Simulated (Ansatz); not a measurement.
Si:

```
CELL_PARAMETERS angstrom
2.62054 0.00000 0.00000
-1.31027 2.26946 0.00000
0.00000 0.00000 2.46635
ATOMIC_POSITIONS crystal
Si 0.00000 0.00000 0.00000
```

This isn't the form of Si at room conditions, which is diamond.

Base run:

| Quantity | Value |
| --- | --- |
| Program | Ansatz 0.2.0 |
| Functional | BLYP |
| Potentials or basis | Ansatz PAW |
| Cutoff | 420 eV |
| Density cutoff | 1680 eV |
| k mesh | 12 × 12 × 11 |
| Occupations | fermi-dirac, width 0.05 eV |
| Spin | no spin polarisation |

Its results: band gap on the k mesh none (metal or under the smearing width); pressure 10.3 GPa.

**Question.** After a change of settings the same cell gave: band gap on the k mesh none (metal or under the smearing width); pressure 1.9 GPa. Which change was it?
A. functional from BLYP to LDA
B. functional from BLYP to PBEsol
C. functional from BLYP to PBEsol; occupations from fermi-dirac, width 0.05 eV to gaussian, width 0.05 eV
D. functional from BLYP to r2SCAN; cutoff from 420 eV to 500 eV; density cutoff from 1680 eV to 2000 eV

**Answer.** D.

Caveats: the PAW data sets come from PBE, with cores solved anew for the run's functional, which leaves a small shift of forces and pressure; the potentials were made for another functional, which shifts forces and pressure (some runs).

Not every run made on this cell is shown here.
